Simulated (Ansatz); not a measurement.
Clean, relaxed (001) surface of ZnO, space group P6_3mc (No. 186) (top face towards +c; atoms held fixed, by place in the list: 1, 2, 3, 4):

```xyz
8
Lattice="3.2300 0.0000 0.0000 -1.6150 2.7973 0.0000 0.0000 0.0000 25.4527" Properties=species:S:1:pos:R:3 pbc="T T T"
O     0.0000    1.8649    8.5000
Zn    1.6150    0.9324    9.1313
O     1.6150    0.9324   11.1071
Zn    0.0000    1.8649   11.7384
O     0.0000    1.8649   13.8121
Zn    1.6150    0.9324   14.2823
O     1.6150    0.9324   16.4338
Zn    0.0000    1.8649   16.7679
```

Method: DFT PBEsol, scalar-relativistic, plane waves, PAW (Ansatz). Settings: cutoff 420 eV, Γ-centred mesh 9×9×1 on the computed 8-atom cell, Gaussian smearing of 0.05 eV; no spin polarisation. The cell repeats along c with a dipole correction in the vacuum.

With the adsorbate the run is spin-polarised, so any moments that the slab's own atoms take up count into E_ads.

H (atom) is adsorbed on the top face, one adsorbate per 9.0 Å², and relaxed from 2 starting sites (fractions of a and b). The adsorption energy is E(slab + adsorbate) − E(slab) − E(free adsorbate, spin-polarised where open-shell). Heights count from the highest slab atom after relaxation. Δφ is the top face's. Δp counts per cell along +c. Bonded neighbours lie within 1.25 times the sum of covalent radii (1.35 for H) and, on that scale, within 12 % of the closest. With the adsorbate the cell is lengthened along c to keep the vacuum.

| start | ends at | E_ads (eV) | height (Å) | shortest contact | Δφ (eV) | Δp (e·Å) |
| --- | --- | --- | --- | --- | --- | --- |
| top (Zn) at (0.33, 0.67) | (0.33, 0.67), 1 bonded neighbour (Zn) | -1.38 | 1.61 | H–Zn 1.61 Å | +3.62 | -0.183 |
| hollow (Zn-O) at (0.00, 0.00), 1.0 Å under the top layer | (0.00, 0.00), 3 bonded neighbours (Zn), largest slab move 0.9 Å | -0.84 | -1.99 | H–Zn 2.06 Å | +2.28 | -0.120 |

Among the sites tried, the lowest end comes from the top (Zn) at (0.33, 0.67) start; other sites may lie lower.

Each end is the local minimum or symmetric point that its start leads to. This ideal cut is polar: the work functions of its two faces differ by 5.2 eV. Real polar faces reconstruct or get covered, and then bind electron donors or acceptors far more weakly.

For at least one of the starts the bottom face's work function also shifts by over 0.1 eV: the slab is too thin to screen the adsorbate, so the work functions aren't converged with thickness.

Spin polarisation was left out for ZnO (a zero moment there is imposed), and a magnetic state may lie lower.